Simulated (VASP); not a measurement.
# CClH3: single point with RPBE+D3(BJ)

CClH3, in a box:

```xyz
5
Lattice="12.7671 0.0000 0.0000 0.0000 13.2671 0.0000 0.0000 0.0000 13.7671" Properties=species:S:1:pos:R:3 pbc="T T T"
C     6.3458    6.8124    6.8136
Cl    6.7914    5.2921    7.6383
H     7.0886    7.5754    7.0697
H     5.3511    7.1143    7.1585
H     6.3387    6.6309    5.7336
```

```
Program             : VASP 6.6.1
Task                : single point
Functional          : RPBE
Dispersion          : D3(BJ)
Potentials or basis : VASP PAW PBE potentials, release 64 (C, Cl, H)
Cutoff              : 400 eV
k mesh              : 1 × 1 × 1
Occupations         : gaussian, width 0.01 eV
Spin                : no spin polarisation
```

```json
{
 "Largest force": "0.051 eV/Å",
 "Gap between the frontier levels": "6.17 eV",
 "Dispersion energy per atom": "-0.072 eV"
}
```

Forces on the atoms (eV/Å):
```
C   -0.012  0.039 -0.021
Cl   0.013 -0.043  0.024
H    0.000  0.002 -0.001
H   -0.001  0.001 -0.001
H    0.000  0.001 -0.001
```

Levels at points of the mesh, in eV from the valence-band top:
```
           k point  band 3  band 4  band 5  band 6  band 7  band 8  band 9  band 10  band 11  band 12
(0.00, 0.00, 0.00)   -3.89   -3.89   -3.18    0.00    0.00    6.17    6.58     7.34     7.37     7.42
```

It took 18 s on 4 MPI ranks on Intel(R) Xeon(R) 6975P-C (Granite Rapids), with other jobs on the host, peak memory 0.44 GiB a rank.

Caveat: the PAW data sets were made with another functional, which shifts forces and pressure a little. A hybrid or GW would open this gap; RPBE tends to underestimate it.
